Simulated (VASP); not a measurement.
# H (I4/mmm) in VASP: notebook

The runs below take H through single point, with PBE.

Program: VASP 6.6.1. These are calculated values, not measurements. Logs are shortened: lines on timing, memory, paths and dates and some standing lists are left out, and cuts for length are marked.

## 1. The crystal as given

The structure is tetragonal, space group I4/mmm (No. 139). The conventional cell has a = 3.383 Å, b = 3.383 Å, c = 4.117 Å, α = 90.00°, β = 90.00°, γ = 90.00°. H (site symmetry 4mm) has 1 H at 0.74 Å as nearest neighbours.

## 2. Single point, PBE

INCAR reads:

```
SYSTEM = H
  PREC = Accurate
  ENCUT = 450
  EDIFF = 1E-6
  ISMEAR = 0
  SIGMA = 0.05
  LREAL = .FALSE.
  LASPH = .TRUE.
  NELM = 100
  ALGO = Normal
  ISIF = 2
  LWAVE = .FALSE.
  LCHARG = .FALSE.
  GGA = PE
  ADDGRID = .FALSE.
```

KPOINTS reads:

```
Automatic mesh
0
G
  7 7 7
  0 0 0
```

POSCAR reads:

```
H
1.0
   -1.6915344700      1.6915344700      2.0584739900
    1.6915344700     -1.6915344700      2.0584739900
    1.6915344700      1.6915344700     -2.0584739900
H
2
Direct
    0.0961830000      0.0949540000      0.0224580000
    0.9170920000      0.8909110000      0.0100700000
```

Potentials or basis: VASP PAW PBE potentials, release 64 (H).

Launch:

```console
$ cat potpaw_PBE.64/H/POTCAR > POTCAR
$ mpirun -np 1 vasp_std > vasp.out
```

OUTCAR:

```text
SYSTEM = H
   PREC = Accurate
   ENCUT = 450
   EDIFF = 1E-6
   ISMEAR = 0
   LREAL = .FALSE.
   LASPH = .TRUE.
   NELM = 100
   ISIF = 2
   GGA = PE

 Found    172 irreducible k-points:

 Following reciprocal coordinates:
            Coordinates               Weight
  0.000000  0.000000  0.000000      1.000000
  0.142857  0.000000  0.000000      2.000000
  0.000000  0.142857  0.000000      2.000000
  0.000000  0.142857 -0.142857      2.000000
  0.142857  0.000000 -0.142857      2.000000
  0.285714 -0.000000  0.000000      2.000000
   k-points           NKPTS =    172   k-points in BZ     NKDIM =    172   number of bands    NBANDS=      5
   number of dos      NEDOS =    301   number of ions     NIONS =      2
   total plane-waves  NPLWV =  13824
   dimension x,y,z NGX =    24 NGY =   24 NGZ =   24
   dimension x,y,z NGXF=    48 NGYF=   48 NGZF=   48
   ions per type =               2
   NGX,Y,Z   is equivalent  to a cutoff of  12.64, 12.64, 12.64 a.u.
   NGXF,Y,Z  is equivalent  to a cutoff of  25.29, 25.29, 25.29 a.u.
 SYSTEM =  H
   PREC   = accura    normal or accurate (medium, high low for compatibility)
   ISTART =      0    job   : 0-new  1-cont  2-samecut
   ICHARG =      2    charge: 1-file 2-atom 10-const
   ISPIN  =      1    spin polarized calculation?
   LNONCOLLINEAR =      F non collinear calculations
   LSORBIT =      F    spin-orbit coupling
   LASPH  =      T    aspherical Exc in radial PAW
   ENCUT  =  450.0 eV  33.07 Ry    5.75 a.u.   5.46  5.46  5.46*2*pi/ulx,y,z
   NELM   =    100;   NELMIN=  2; NELMDL= -5     # of ELM steps
   EDIFF  = 0.1E-05   stopping-criterion for ELM
   LREAL  =      F    real-space projection
   EDIFFG = 0.1E-04   stopping-criterion for IOM
   NSW    =      0    number of steps for IOM
   IBRION =     -1    ionic relax: 0-MD 1-quasi-New 2-CG
   NFREE  =      0    steps in history (QN), initial steepest desc. (CG)
   ISIF   =      2    stress and relaxation
   ISYM   =      2    0-nonsym 1-usesym 2-fastsym
   POTIM  = 0.5000    time-step for ionic-motion
   TEBEG  =    0.0;   TEEND  =   0.0 temperature during run
   PSTRESS=    0.0 pullay stress
   NELECT =       2.0000    total number of electrons
   NUPDOWN=      -1.0000    fix difference up-down
   EMIN   =  10.00;   EMAX   =-10.00  energy-range for DOS
   EFERMI =   0.00;   METHOD = LEGACY
   ISMEAR =     0;   SIGMA  =   0.05  broadening in eV -4-tet -1-fermi 0-gaus
   EFERMI_NEDOS =   21; number of points for ismear=-14 and -15
   IALGO  =     38    algorithm
   IMIX   =      4    mixing-type and parameters
     AMIX     =   0.40;   BMIX     =  1.00
     AMIX_MAG =   1.60;   BMIX_MAG =  1.00
  volume/ion in A,a.u.               =      11.78        79.49
  Fermi-wavevector in a.u.,A,eV,Ry     =   0.719497  1.359653  7.043413  0.517676
  Thomas-Fermi vector in A             =   1.808708
   LORBIT       =      0    0 simple, 1 ext, 2 COOP (PROOUT), +10 PAW based schemes
   GGA     = PE    functional components
   LHFCALC =     F    Hartree Fock is set to
   AEXX    =    0.0000 exact exchange contribution
   IVDW    =     0    specifies the selected vdW correction
   LEPSILON=     F    determine dielectric tensor
   LRPA    =     F    only Hartree local field effects (RPA)
 non-spin polarized calculation
 Gauss-broadening in eV      SIGMA  =   0.05
  energy-cutoff  :      450.00
  volume of cell :       23.56
 maximum number of plane-waves:       531
 NGX is ok and might be reduce to    24
   NGX = 11   NGY = 11   NGZ = 11

 number of electron       2.0000000 magnetization

 Free energy of the ion-electron system (eV)
  ---------------------------------------------------
  ext. energy  EPLUGINS =         0.00000000
  ---------------------------------------------------
  free energy    TOTEN  =        -6.77312302 eV

  energy without entropy =       -6.77312302  energy(sigma->0) =       -6.77312302

 E-fermi :  -7.8369     XC(G=0):  -5.3780

 val. band max:       -8.0507805833   @ k =  -0.4286   0.4286   0.4286
 cond. band min:       0.7410198102   @ k =   0.0000   0.4286  -0.0000
 fundamental gap:      8.7918003936
 Fermi energy:        -7.8368571310

 k-point     1 :       0.0000    0.0000    0.0000
  band No.  band energies     occupation
      1     -10.4340      2.00000
      2       5.5968      0.00000
      3       8.6378      0.00000
      4      15.3804      0.00000
      5      15.3919      0.00000

 k-point     2 :       0.1429    0.0000    0.0000
  band No.  band energies     occupation
      1     -10.1876      2.00000
      2       4.4739      0.00000
      3       9.0867      0.00000
      4      13.2803      0.00000
      5      14.1247      0.00000

 k-point     3 :       0.0000    0.1429    0.0000
  band No.  band energies     occupation
      1     -10.1828      2.00000
      2       4.3758      0.00000
      3       9.1903      0.00000
      4      13.4199      0.00000
      5      14.0969      0.00000

 k-point     4 :       0.0000    0.1429   -0.1429
  band No.  band energies     occupation
      1     -10.1853      2.00000
      2       4.4252      0.00000
      3       9.1368      0.00000
      4      13.3490      0.00000
      5      14.1110      0.00000

 k-point     5 :       0.1429    0.0000   -0.1429
  band No.  band energies     occupation
      1     -10.1899      2.00000
      2       4.5203      0.00000
      3       9.0407      0.00000
      4      13.2159      0.00000
      5      14.1383      0.00000

 k-point     6 :       0.2857   -0.0000    0.0000
  band No.  band energies     occupation
      1      -9.5572      2.00000
      2       2.4718      0.00000
      3       9.3484      0.00000
      4      11.0266      0.00000
      5      12.8735      0.00000

 [... further k-points ...]

------------------------ aborting loop because EDIFF is reached ----------------------------------------

  FORCE on cell =-STRESS in cart. coord.  units (eV):
  Direction    XX          YY          ZZ          XY          YZ          ZX
  --------------------------------------------------------------------------------------
  -------------------------------------------------------------------------------------
  Total       -0.0124759     -0.0091304     -0.4166847      0.0007449      0.0123440     -0.0366859
  in kB       -0.8484312     -0.6209140    -28.3368157      0.0506568      0.8394579     -2.4948381
  external PRESSURE =      -9.9353870 kB  Pullay stress =       0.0000000 kB

 VOLUME and BASIS-vectors are now :
 -----------------------------------------------------------------------------
  energy-cutoff  :      450.00
  volume of cell :       23.56
      direct lattice vectors                 reciprocal lattice vectors
    -1.691534470  1.691534470  2.058473990     0.000000000  0.295589602  0.242898381
     1.691534470 -1.691534470  2.058473990     0.295589602  0.000000000  0.242898381
     1.691534470  1.691534470 -2.058473990     0.295589602  0.295589602  0.000000000

 POSITION                                       TOTAL-FORCE (eV/Angst)
 -----------------------------------------------------------------------------------
      0.03591      0.04007      0.34722        -0.046701      0.015735     -0.520293
     -0.02725      0.06132      3.70100         0.046701     -0.015735      0.520293
 -----------------------------------------------------------------------------------
    total drift:                                0.000001      0.000001      0.000002

  FREE ENERGIE OF THE ION-ELECTRON SYSTEM (eV)
  ---------------------------------------------------
  free  energy   TOTEN  =        -6.7731230205 eV

  energy  without entropy=       -6.7731230205  energy(sigma->0) =       -6.77312302
```

Wall time 5.8 s (1 thread of Intel Xeon Platinum 8488C (Sapphire Rapids), shared host); peak memory 0.13 GiB.

These settings aren't checked as converged: the numbers below hold their error.

Results:

- Free energy: -6.7731 eV
- Pressure: -1.0 GPa
- Largest force: 0.523 eV/Å
- Band gap on the k mesh: 8.79 eV, indirect (least direct gap 9.54 eV)

Caveat: an odd mesh through Γ misses points on the zone boundary, where band edges often lie.

## 3. Single point, PBE

Changes to INCAR since step 2:

```diff
@@ -4,3 +4,3 @@
   EDIFF = 1E-6
-  ISMEAR = 0
+  ISMEAR = -5
   SIGMA = 0.05
```

KPOINTS is that of step 2.

POSCAR reads:

```
H
1.0
   -1.6915344700      1.6915344700      2.0584739900
    1.6915344700     -1.6915344700      2.0584739900
    1.6915344700      1.6915344700     -2.0584739900
H
2
Direct
    0.0901377100      0.0901377100      0.0000000000
    0.9098622900      0.9098622900      0.0000000000
```

Potentials or basis: VASP PAW PBE potentials, release 64 (H).

Launch:

```console
$ cat potpaw_PBE.64/H/POTCAR > POTCAR
$ mpirun -np 1 vasp_std > vasp.out
```

It took 2.4 s on 1 thread of Intel Xeon Platinum 8488C (Sapphire Rapids), shared host; peak memory 0.12 GiB.

These settings aren't checked as converged: the numbers below hold their error.

What came out:

| Item | Value |
| --- | --- |
| Free energy | -6.7765 eV |
| Pressure | 0.3 GPa |
| Largest force | 0.275 eV/Å |
| Band gap on the k mesh | 9.21 eV, indirect (least direct gap 9.98 eV) |

Caveat: an odd mesh through Γ misses points on the zone boundary, where band edges often lie.

## 4. Single point, PBE

INCAR is that of step 3.

KPOINTS is that of step 3.

POSCAR reads:

```
H
1.0
   -1.6915344700      1.6915344700      2.0584739900
    1.6915344700     -1.6915344700      2.0584739900
    1.6915344700      1.6915344700     -2.0584739900
H
2
Direct
    0.0961830000      0.0949540000      0.0224580000
    0.9170920000      0.8909110000      0.0100700000
```

Launch:

```console
$ cat potpaw_PBE.64/H/POTCAR > POTCAR
$ mpirun -np 1 vasp_std > vasp.out
```

It took 5.8 s on 1 thread of Intel Xeon Platinum 8488C (Sapphire Rapids), shared host; peak memory 0.13 GiB.

The run converged, but some of its settings lie outside the range that counts as converged, so its numbers aren't taken as properties of the crystal.

Results:

```
Free energy            : -6.7731 eV
Pressure               : -1.0 GPa
Largest force          : 0.523 eV/Å
Band gap on the k mesh : 8.79 eV, indirect (least direct gap 9.54 eV)
```

Caveat: an odd mesh through Γ misses points on the zone boundary, where band edges often lie.

## 5. Single point, PBE

Changes to INCAR since step 4:

```diff
@@ -2,5 +2,5 @@
   PREC = Accurate
-  ENCUT = 450
+  ENCUT = 900
   EDIFF = 1E-6
-  ISMEAR = -5
+  ISMEAR = 0
   SIGMA = 0.05
```

KPOINTS reads:

```
Automatic mesh
0
G
  5 5 5
  0 0 0
```

POSCAR reads:

```
H
1.0
   -1.6915344700      1.6915344700      2.0584739900
    1.6915344700     -1.6915344700      2.0584739900
    1.6915344700      1.6915344700     -2.0584739900
H
2
Direct
    0.0901377100      0.0901377100      0.0000000000
    0.9098622900      0.9098622900      0.0000000000
```

Potentials or basis: VASP PAW PBE potentials, release 64 (H).

Launch:

```console
$ cat potpaw_PBE.64/H/POTCAR > POTCAR
$ mpirun -np 1 vasp_std > vasp.out
```

OUTCAR:

```text
SYSTEM = H
   PREC = Accurate
   ENCUT = 900
   EDIFF = 1E-6
   ISMEAR = 0
   LREAL = .FALSE.
   LASPH = .TRUE.
   NELM = 100
   ISIF = 2
   GGA = PE

 Found     18 irreducible k-points:

 Following reciprocal coordinates:
            Coordinates               Weight
  0.000000  0.000000  0.000000      1.000000
  0.200000 -0.000000  0.000000      8.000000
  0.400000 -0.000000  0.000000      8.000000
  0.200000  0.200000  0.000000      8.000000
  0.400000  0.200000  0.000000     16.000000
 -0.400000  0.200000 -0.000000     16.000000
   k-points           NKPTS =     18   k-points in BZ     NKDIM =     18   number of bands    NBANDS=      5
   number of dos      NEDOS =    301   number of ions     NIONS =      2
   total plane-waves  NPLWV =  32768
   dimension x,y,z NGX =    32 NGY =   32 NGZ =   32
   dimension x,y,z NGXF=    64 NGYF=   64 NGZF=   64
   ions per type =               2
   NGX,Y,Z   is equivalent  to a cutoff of  16.86, 16.86, 16.86 a.u.
   NGXF,Y,Z  is equivalent  to a cutoff of  33.71, 33.71, 33.71 a.u.
 SYSTEM =  H
   PREC   = accura    normal or accurate (medium, high low for compatibility)
   ISTART =      0    job   : 0-new  1-cont  2-samecut
   ICHARG =      2    charge: 1-file 2-atom 10-const
   ISPIN  =      1    spin polarized calculation?
   LNONCOLLINEAR =      F non collinear calculations
[... 56 lines left out ...]
 cond. band min:       1.1954824789   @ k =   0.4000  -0.0000   0.0000
 fundamental gap:      9.4793593566
 Fermi energy:        -8.0133359295

 k-point     1 :       0.0000    0.0000    0.0000
  band No.  band energies     occupation
      1     -10.5231      2.00000
      2       5.4438      0.00000
      3       8.9312      0.00000
      4      15.3785      0.00000
      5      15.3785      0.00000
[... 33 lines left out ...]
 k-point     6 :      -0.4000    0.2000   -0.0000
  band No.  band energies     occupation
      1      -9.2574      2.00000
      2       2.5810      0.00000
      3       6.6019      0.00000
      4      10.0615      0.00000
      5      11.7029      0.00000

 [... further k-points ...]

------------------------ aborting loop because EDIFF is reached ----------------------------------------

  FORCE on cell =-STRESS in cart. coord.  units (eV):
  Direction    XX          YY          ZZ          XY          YZ          ZX
  --------------------------------------------------------------------------------------
  -------------------------------------------------------------------------------------
  Total        0.0539007      0.0539007      0.2502050      0.0000000      0.0000000      0.0000000
  in kB        3.6655385      3.6655385     17.0152931      0.0000000      0.0000000      0.0000000
  external PRESSURE =       8.1154567 kB  Pullay stress =       0.0000000 kB

 VOLUME and BASIS-vectors are now :
 -----------------------------------------------------------------------------
  energy-cutoff  :      900.00
  volume of cell :       23.56
      direct lattice vectors                 reciprocal lattice vectors
    -1.691534470  1.691534470  2.058473990     0.000000000  0.295589602  0.242898381
     1.691534470 -1.691534470  2.058473990     0.295589602  0.000000000  0.242898381
     1.691534470  1.691534470 -2.058473990     0.295589602  0.295589602  0.000000000

 POSITION                                       TOTAL-FORCE (eV/Angst)
 -----------------------------------------------------------------------------------
      0.00000      0.00000      0.37109        -0.000000     -0.000000      0.253924
      0.00000      0.00000      3.74586         0.000000      0.000000     -0.253924
 -----------------------------------------------------------------------------------
    total drift:                               -0.000000     -0.000000      0.000000

  FREE ENERGIE OF THE ION-ELECTRON SYSTEM (eV)
  ---------------------------------------------------
  free  energy   TOTEN  =        -6.7835676339 eV

  energy  without entropy=       -6.7835676339  energy(sigma->0) =       -6.78356763
```

OSZICAR:

```text
N       E                     dE             d eps       ncg     rms          rms(c)
DAV:   1    -0.696432474422E+01   -0.69643E+01   -0.76184E+02   180   0.432E+02
DAV:   2    -0.735688266760E+01   -0.39256E+00   -0.39256E+00   235   0.164E+01
DAV:   3    -0.735780168733E+01   -0.91902E-03   -0.91902E-03   230   0.840E-01
DAV:   4    -0.735780373619E+01   -0.20489E-05   -0.20489E-05   210   0.420E-02
DAV:   5    -0.735780373956E+01   -0.33671E-08   -0.33672E-08   225   0.159E-03    0.447E+00
DAV:   6    -0.696533576628E+01    0.39247E+00   -0.20810E-01   180   0.217E+00    0.244E+00
DAV:   7    -0.678002902964E+01    0.18531E+00   -0.46117E-01   185   0.343E+00    0.281E-01
DAV:   8    -0.678454876621E+01   -0.45197E-02   -0.92146E-03   180   0.601E-01    0.177E-01
DAV:   9    -0.678355634007E+01    0.99243E-03   -0.24268E-03   180   0.291E-01    0.131E-02
DAV:  10    -0.678356267424E+01   -0.63342E-05   -0.39176E-05   195   0.560E-02    0.445E-03
DAV:  11    -0.678356751163E+01   -0.48374E-05   -0.56639E-06   195   0.266E-02    0.276E-03
DAV:  12    -0.678356763390E+01   -0.12227E-06   -0.15300E-07   160   0.356E-03
   1 F= -.67835676E+01 E0= -.67835676E+01  d E =-.174069E-15
```

stdout:

```text
POSCAR found type information on POSCAR H
 POSCAR found :  1 types and       2 ions
 scaLAPACK will be used
 LDA part: xc-table for (Slater+PW92), standard interpolation
 POSCAR, INCAR and KPOINTS ok, starting setup
 FFT: planning ... GRIDC
 FFT: planning ... GRID_SOFT
 FFT: planning ... GRID
 WAVECAR not read
 entering main loop
```

Wall time 3 s (1 thread of Intel Xeon Platinum 8488C (Sapphire Rapids), shared host); peak memory 0.16 GiB.

The run converged, but some of its settings lie outside the range that counts as converged, so its numbers aren't taken as properties of the crystal.

What came out:

```
Free energy            : -6.7836 eV
Pressure               : 0.8 GPa
Largest force          : 0.254 eV/Å
Band gap on the k mesh : 9.48 eV, indirect (least direct gap 10.16 eV)
```

Caveat: the k mesh is coarse (spacing up to 0.53 Å⁻¹), so the values aren't converged; an odd mesh through Γ misses points on the zone boundary, where band edges often lie.

## 6. Single point, PBE

INCAR is that of step 5.

KPOINTS is that of step 5.

POSCAR reads:

```
H
1.0
   -1.6915344700      1.6915344700      2.0584739900
    1.6915344700     -1.6915344700      2.0584739900
    1.6915344700      1.6915344700     -2.0584739900
H
2
Direct
    0.0961830000      0.0949540000      0.0224580000
    0.9170920000      0.8909110000      0.0100700000
```

Potentials or basis: VASP PAW PBE potentials, release 64 (H).

Launch:

```console
$ cat potpaw_PBE.64/H/POTCAR > POTCAR
$ mpirun -np 1 vasp_std > vasp.out
```

It took 6 s on 1 thread of Intel Xeon Platinum 8488C (Sapphire Rapids), shared host; peak memory 0.16 GiB.

The run converged, but some of its settings lie outside the range that counts as converged, so its numbers aren't taken as properties of the crystal.

Results:

```
Free energy            : -6.7797 eV
Pressure               : -0.5 GPa
Largest force          : 0.548 eV/Å
Band gap on the k mesh : 9.07 eV, indirect (least direct gap 9.77 eV)
```

Caveat: the k mesh is coarse (spacing up to 0.53 Å⁻¹), so the values aren't converged; an odd mesh through Γ misses points on the zone boundary, where band edges often lie.
